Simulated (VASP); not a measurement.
SrCl2: dielectric tensor with PBE

SrCl2:

```
Sr Cl
1.0
     0.00000    3.52437    3.52437
     3.52437    0.00000    3.52437
     3.52437    3.52437    0.00000
Sr Cl
1 2
Direct
  0.00000 0.00000 0.00000
  0.25000 0.25000 0.25000
  0.75000 0.75000 0.75000
```

```
Program                : VASP 6.6.1
Task                   : dielectric tensor
Functional             : PBE
Potentials or basis    : VASP PAW PBE potentials, release 64 (Sr_sv, Cl)
Cutoff                 : 600 eV
k mesh                 : 12 × 12 × 12
Occupations            : gaussian, width 0.03 eV
Spin                   : no spin polarisation
Monkhorst-Pack mesh    : yes
Further INCAR settings : ALGO = Normal; EDIFF = 1e-08
```

* Electronic dielectric tensor (diagonal): 2.88
* Born charges (mean of the diagonal): Sr +2.50; Cl -1.25 e

Levels at points of the mesh, in eV from the valence-band top:
```
           k point  band 9  band 10  band 11  band 12  band 13  band 14  band 15  band 16
(0.04, 0.04, 0.04)   -2.00    -0.33    -0.32    -0.32     5.27     6.13     6.13     8.77
```

Electronic dielectric tensor:
```
2.88 0.00 0.00
0.00 2.88 0.00
0.00 0.00 2.88
```

Born effective charge tensors (e):
atom 1, Sr
```
2.50 0.00 0.00
0.00 2.50 0.00
0.00 0.00 2.50
```
atom 2, Cl
```
-1.25  0.00  0.00
 0.00 -1.25  0.00
 0.00  0.00 -1.25
```
atom 3, Cl
```
-1.25  0.00  0.00
 0.00 -1.25  0.00
 0.00  0.00 -1.25
```

Wall time 39 min on 2 MPI ranks on AMD EPYC 9R45 96-Core Processor (Zen 5) (shared host), peak memory 1.8 GiB a rank.
